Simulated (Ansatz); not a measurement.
**GaN (F-43m): the host for defect calculations**

Before any defect goes in: GaN (F-43m) at rest, and how it screens a charge.

Program: Ansatz 0.2.0. Level of theory: plane-wave PAW DFT, r2SCAN; relaxation of the host's cell and atoms; PAW set soft_1, in the first sound run; inputs show where later runs differ. Results are calculated unless marked as measured.

Most raw output is cut from this account.

### Step 1. Starting point

It takes space group F-43m (No. 216, cubic). The conventional cell has a = 4.500 Å, b = 4.500 Å, c = 4.500 Å, α = 90.00°, β = 90.00°, γ = 90.00°. Nearest to Ga lie 4 N at 1.95 Å. Nearest to N lie 4 Ga at 1.95 Å. Farther neighbours and most contacts between anions are not listed.

### Step 2. Host cell relaxation

Cell and atoms are relaxed together, until forces and stress fall under their thresholds.

Input file cell/input.yaml:

```yaml
crystal:
  lattice:
    - [0.0, 2.25, 2.25]
    - [2.25, 0.0, 2.25]
    - [2.25, 2.25, 0.0]
  atoms:
    - { symbol: Ga, position: [0.0, 0.0, 0.0] }
    - { symbol: "N", position: [0.25, 0.25, 0.25] }
basis:
  ecutwfc: 500
  xc_grid: 2
hamiltonian:
  xc: r2scan
  pseudopotentials: { kind: paw, azcp: { folder: soft_1 } }
kpoints:
  mp_grid: { grid: [11, 11, 11] }
scf:
  occupations: { method: fixed }
  max_iter: 100
relax:
  f_tol: 0.005
  max_steps: 60
  cell: {}
output:
  forces: true
  stress: true
checkpoint:
  write: "../cell.run"
  compress: false
  write_wavefunctions: false
  write_every: 100000
```

Launch:

```sh
$ ansatz run input.yaml --threads 32 --pin off --max-ram 84787MiB --backend cuda --events-out ev --progress --plain --runs-dir out --max-vram 78GiB
```

It took 2.1 s on 1 × NVIDIA GB200 with 32 threads of Arm Neoverse V2, shared host; peak memory 0.91 GiB; 7.2 s of CPU time.

Little changed from the start: no atom moved by 0.005 Å and no cell edge by 0.1 %.

Numbers from this step:

| Property | Result |
| --- | --- |
| pressure | -0.004197 GPa |

### Step 3. Dielectric tensors of the host

The response to a uniform electric field gives the electronic dielectric tensor.

This step: plane-wave PAW DFPT, PBEsol; dielectric tensors, Born charges and zone-centre modes of the host; PAW set soft_1 (Ansatz 0.2.0).

Input file eps/input.yaml:

```yaml
crystal:
  lattice:
    - [0.0, 2.2490969496, 2.2490969496]
    - [2.2490969496, 0.0, 2.2490969496]
    - [2.2490969496, 2.2490969496, 0.0]
  atoms:
    - { symbol: Ga, position: [0.0, 0.0, 0.0] }
    - { symbol: "N", position: [0.25, 0.25, 0.25] }
basis:
  ecutwfc: 420
hamiltonian:
  xc: pbesol
  pseudopotentials: { kind: paw, azcp: { folder: soft_1 }, xc_functional: pbe }
kpoints:
  mp_grid: { grid: [9, 9, 9] }
scf:
  occupations: { method: fixed }
  max_iter: 100
phonons:
  method: dfpt
  dielectric: true
  rigid_motions: translations
```

Elapsed: 6.5 s, on 1 × NVIDIA GB200 with 32 threads; peak memory 1.3 GiB; 62 s of CPU time.

Electronic dielectric tensor:

```
6.00 0.00 0.00
0.00 6.00 0.00
0.00 0.00 6.00
```

Static dielectric tensor:

```
10.56  0.00  0.00
 0.00 10.56  0.00
 0.00  0.00 10.56
```

The electronic dielectric tensor is isotropic, 6.00. The static dielectric tensor is isotropic, 10.56.

### Step 4. Host on a dense mesh

This step: plane-wave PAW DFT, r2SCAN; single point of the defect-free host, a test of the k-point sampling; PAW set soft_1 (Ansatz 0.2.0).

Input file dense/input.yaml:

```yaml
crystal:
  lattice:
    - [0.0, 2.2490969496, 2.2490969496]
    - [2.2490969496, 0.0, 2.2490969496]
    - [2.2490969496, 2.2490969496, 0.0]
  atoms:
    - { symbol: Ga, position: [0.0, 0.0, 0.0] }
    - { symbol: "N", position: [0.25, 0.25, 0.25] }
basis:
  ecutwfc: 500
  xc_grid: 2
hamiltonian:
  xc: r2scan
  pseudopotentials: { kind: paw, azcp: { folder: soft_1 } }
kpoints:
  mp_grid: { grid: [11, 11, 11] }
scf:
  occupations: { method: fermi_dirac, width: 0.01 }
  max_iter: 100
  lower_state_search: "off"
checkpoint:
  write: "../dense.run"
  compress: false
  write_wavefunctions: false
  write_every: 100000
```

Wall time 2.4 s (1 × NVIDIA GB200 with 32 threads); peak memory 0.98 GiB.

### Step 5. Defect free supercell at the zone centre

The supercell is run at the zone centre, to see how far that sampling misses the dense mesh.

System of this step: GaN (F-43m). The cell holds 54 atoms: 27 Ga and 27 N. Its edges and angles: a = 9.542 Å, b = 9.542 Å, c = 9.542 Å, α = 60.0°, β = 60.0°, γ = 60.0°.

Input file pristine.sampling_gamma/input.yaml:

```yaml
crystal:
  lattice:
    - [0.0, 6.7472908487, 6.7472908487]
    - [6.7472908487, 0.0, 6.7472908487]
    - [6.7472908487, 6.7472908487, 0.0]
  atoms:
    - { symbol: Ga, position: [0.0, 0.0, 0.0] }
    - { symbol: "N", position: [0.0833333333, 0.0833333333, 0.0833333333] }
    - { symbol: Ga, position: [0.0, 0.0, 0.3333333333] }
    - { symbol: "N", position: [0.0833333333, 0.0833333333, 0.4166666667] }
    - { symbol: Ga, position: [0.0, 0.0, 0.6666666667] }
    - { symbol: "N", position: [0.0833333333, 0.0833333333, 0.75] }
    - { symbol: Ga, position: [0.0, 0.3333333333, 0.0] }
    - { symbol: "N", position: [0.0833333333, 0.4166666667, 0.0833333333] }
    - { symbol: Ga, position: [0.0, 0.3333333333, 0.3333333333] }
    - { symbol: "N", position: [0.0833333333, 0.4166666667, 0.4166666667] }
    - { symbol: Ga, position: [0.0, 0.3333333333, 0.6666666667] }
    - { symbol: "N", position: [0.0833333333, 0.4166666667, 0.75] }
    - { symbol: Ga, position: [0.0, 0.6666666667, 0.0] }
    - { symbol: "N", position: [0.0833333333, 0.75, 0.0833333333] }
    - { symbol: Ga, position: [0.0, 0.6666666667, 0.3333333333] }
    - { symbol: "N", position: [0.0833333333, 0.75, 0.4166666667] }
    - { symbol: Ga, position: [0.0, 0.6666666667, 0.6666666667] }
    - { symbol: "N", position: [0.0833333333, 0.75, 0.75] }
    - { symbol: Ga, position: [0.3333333333, 0.0, 0.0] }
    - { symbol: "N", position: [0.4166666667, 0.0833333333, 0.0833333333] }
    - { symbol: Ga, position: [0.3333333333, 0.0, 0.3333333333] }
    - { symbol: "N", position: [0.4166666667, 0.0833333333, 0.4166666667] }
    - { symbol: Ga, position: [0.3333333333, 0.0, 0.6666666667] }
    - { symbol: "N", position: [0.4166666667, 0.0833333333, 0.75] }
    - { symbol: Ga, position: [0.3333333333, 0.3333333333, 0.0] }
    - { symbol: "N", position: [0.4166666667, 0.4166666667, 0.0833333333] }
    - { symbol: Ga, position: [0.3333333333, 0.3333333333, 0.3333333333] }
    - { symbol: "N", position: [0.4166666667, 0.4166666667, 0.4166666667] }
    - { symbol: Ga, position: [0.3333333333, 0.3333333333, 0.6666666667] }
    - { symbol: "N", position: [0.4166666667, 0.4166666667, 0.75] }
    - { symbol: Ga, position: [0.3333333333, 0.6666666667, 0.0] }
    - { symbol: "N", position: [0.4166666667, 0.75, 0.0833333333] }
    - { symbol: Ga, position: [0.3333333333, 0.6666666667, 0.3333333333] }
    - { symbol: "N", position: [0.4166666667, 0.75, 0.4166666667] }
    - { symbol: Ga, position: [0.3333333333, 0.6666666667, 0.6666666667] }
    - { symbol: "N", position: [0.4166666667, 0.75, 0.75] }
    - { symbol: Ga, position: [0.6666666667, 0.0, 0.0] }
    - { symbol: "N", position: [0.75, 0.0833333333, 0.0833333333] }
    - { symbol: Ga, position: [0.6666666667, 0.0, 0.3333333333] }
    - { symbol: "N", position: [0.75, 0.0833333333, 0.4166666667] }
    - { symbol: Ga, position: [0.6666666667, 0.0, 0.6666666667] }
    - { symbol: "N", position: [0.75, 0.0833333333, 0.75] }
    - { symbol: Ga, position: [0.6666666667, 0.3333333333, 0.0] }
    - { symbol: "N", position: [0.75, 0.4166666667, 0.0833333333] }
    - { symbol: Ga, position: [0.6666666667, 0.3333333333, 0.3333333333] }
    - { symbol: "N", position: [0.75, 0.4166666667, 0.4166666667] }
    - { symbol: Ga, position: [0.6666666667, 0.3333333333, 0.6666666667] }
    - { symbol: "N", position: [0.75, 0.4166666667, 0.75] }
    - { symbol: Ga, position: [0.6666666667, 0.6666666667, 0.0] }
    - { symbol: "N", position: [0.75, 0.75, 0.0833333333] }
    - { symbol: Ga, position: [0.6666666667, 0.6666666667, 0.3333333333] }
    - { symbol: "N", position: [0.75, 0.75, 0.4166666667] }
    - { symbol: Ga, position: [0.6666666667, 0.6666666667, 0.6666666667] }
    - { symbol: "N", position: [0.75, 0.75, 0.75] }
basis:
  ecutwfc: 500
  xc_grid: 2
hamiltonian:
  xc: r2scan
  pseudopotentials: { kind: paw, azcp: { folder: soft_1 } }
kpoints:
  mp_grid: { grid: [1, 1, 1] }
scf:
  occupations: { method: fermi_dirac, width: 0.01 }
  max_iter: 100
  lower_state_search: "off"
checkpoint:
  write: "../pristine.sampling_gamma.run"
  compress: false
  write_wavefunctions: false
  write_every: 100000
```

It took 1.9 s on 1 × NVIDIA GB200 with 32 threads; peak memory 1.1 GiB; 2.9 s of CPU time.

### Step 6. Defect free supercell at the quarter point

The supercell is run at one point off the zone centre, to see how far that sampling misses the dense mesh.

pristine.sampling_quarter/input.yaml, as its differences from pristine.sampling_gamma/input.yaml of step 5:

```diff
@@ -67,3 +67,3 @@
 kpoints:
-  mp_grid: { grid: [1, 1, 1] }
+  mp_grid: { grid: [1, 1, 1], shift: [0.25, 0.25, 0.25] }
 scf:
@@ -73,3 +73,3 @@
 checkpoint:
-  write: "../pristine.sampling_gamma.run"
+  write: "../pristine.sampling_quarter.run"
   compress: false
```

The job ended after 1.3 s (1 × NVIDIA GB200 with 32 threads; peak memory 1.3 GiB).

### Step 7. Results

```
primitive cell vectors, lengths                                      : 3.181, 3.181, 3.181 Å
electronic dielectric constant                                       : 6.00
static dielectric constant                                           : 10.56
gap on the k-mesh of the response run (PBEsol)                       : 1.70 eV
energy an atom at the zone centre alone less that on the dense mesh  : 0.142 eV
energy an atom at one point at (¼, ¼, ¼) less that on the dense mesh : 0.067 eV
```

**Reading.** The k-mesh can miss the band edges, so this gap is an upper bound at this level. All at zero temperature.

[Logs are printed without paths, hosts, clocks, repeated set-up lines and the standing remarks that a program may print on its own settings, such as how far it seeks lower states.]

[Hosts, paths, dates, database ids (printed as entryN), source tags and the programs' standing remarks are cut or masked in the printed files.]

[Runs of the host that timed out are not shown.]

[For some hosts the program warned that the k-mesh of the response run may be too coarse for force constants and the static dielectric constant; such warnings are not always shown.]

[The program warned that the k-mesh of a response run behind this text may be too coarse: force constants, and the static dielectric constant and all else formed from them, are not shown converged.]
